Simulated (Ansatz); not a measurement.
RuO2:
```
CELL_PARAMETERS angstrom
      4.46662     0.00000     0.00000
      0.00000     4.46662     0.00000
      0.00000     0.00000     3.09313
ATOMIC_POSITIONS crystal
  Ru 0.50000 0.50000 0.50000
  Ru 0.00000 0.00000 0.00000
  O  0.80613 0.19387 0.50000
  O  0.19387 0.80613 0.50000
  O  0.30613 0.30613 0.00000
  O  0.69387 0.69387 0.00000
```

Relaxed with PBEsol. Special points in fractions of this cell's reciprocal vectors: Γ (0.000, 0.000, 0.000); X (0.000, 0.500, 0.000); M (0.500, 0.500, 0.000); Z (0.000, 0.000, 0.500); R (0.000, 0.500, 0.500); A (0.500, 0.500, 0.500).

**Question.** List the band energies nearest the Fermi level at these points for DFT-PBEsol in the program Ansatz with PAW potentials.

**Answer.** In eV from the Fermi level; about four levels below and three above (degenerate sets whole), none deeper than 8.9 eV; points with the same levels are listed once.

```tsv
k	below	above
Γ	-1.46 -1.38 -1.38 -0.89	1.60 1.82 4.66 4.66
X	-0.48 -0.48 -0.32 -0.32	0.39 0.39 4.09 4.09
M	-1.44 -1.44 -1.34 -1.34	0.85 0.85 3.64 3.64
Z	-0.64 -0.64 -0.02 -0.02	0.92 0.92 3.16 3.16
R	-1.76 -1.76 -0.57 -0.57	1.17 1.17 2.05 2.05
A	-0.56 -0.56 -0.53 -0.53	0.22 0.22 3.13 3.13
```

Space group P4_2/mnm (rutile). The PBEsol relaxation kept the symmetry of its start. The run is not spin-polarised. Scalar-relativistic: spin–orbit coupling is off unless named, which matters more the heavier the elements.

Potentials: the earlier of the program's two PAW sets. The files were generated under PBE; for other functionals the program regenerates the frozen cores, and for LDA and PBEsol the local potential too.
